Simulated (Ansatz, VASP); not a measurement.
KBr: VASP beside Ansatz

File INCAR:

```
SYSTEM = KBr
ALGO = Normal
EDIFF = 1E-7
ENCUT = 520
ISIF = 2
ISMEAR = 0
LASPH = .True.
LCHARG = .False.
LREAL = .False.
LWAVE = .False.
NBANDS = 15
NELM = 100
PREC = Accurate
SIGMA = 0.05
```

KPOINTS

```
k-points
0
Gamma
  6 6 6
  0 0 0
```

The input POSCAR:

```
KBr
1.0
    4.0434990000      0.0000000000      0.0000000000
    0.0000000000      4.0434990000      0.0000000000
    0.0000000000      0.0000000000      4.0434990000
K Br
1 1
Direct
    0.0000000000      0.0000000000      0.0000000000
    0.5000000000      0.6081983698      0.5000000000
```

Input for Ansatz:

```yaml
crystal:
  lattice:
    - [4.043499, 0.0, 0.0]
    - [0.0, 4.043499, 0.0]
    - [0.0, 0.0, 4.043499]
  atoms:
    - { symbol: K, position: [0.0, 0.0, 0.0] }
    - { symbol: Br, position: [0.5, 0.6081983698, 0.5] }
basis:
  ecutwfc: 420
kpoints:
  mp_grid: { grid: [6, 6, 6] }
hamiltonian:
  xc: lda
scf:
  occupations: { method: gaussian, width: 0.05 }
output:
  forces: true
  stress: true
  eigenvalues: true
```

Change from the starting cell: all Br atoms moved +0.438 Å, as atom 2 along Cartesian [0 1 0].

Alike in both runs: task single point; functional LDA; k mesh 6 × 6 × 6; occupations gaussian, width 0.05 eV; no spin polarisation.

|  | VASP | Ansatz |
| --- | --- | --- |
| version | VASP 6.6.1 | Ansatz 0.2.0 |
| potentials or method | VASP PAW LDA potentials, release 64 (K_sv, Br) | scalar-relativistic, plane waves, PAW |
| plane-wave cutoff (eV) | 520 | 420 |
| valence electrons in the cell | 16 | 16 |

|  | VASP | Ansatz | Ansatz less VASP |
| --- | --- | --- | --- |
| gap on the k mesh at the Fermi level (eV) | 3.53 | 3.52 | -0.009 |
| least direct gap on the mesh (eV) | 3.80 | 3.79 | -0.010 |
| pressure (GPa) | -1.8 | -1.8 | -0.05 |
| rms of the force components (eV/Å) | 0.088 | 0.083 | -0.0046 |

Atom by atom the forces differ by 0.005 eV/Å (rms over components).

A k mesh can miss the band edges.
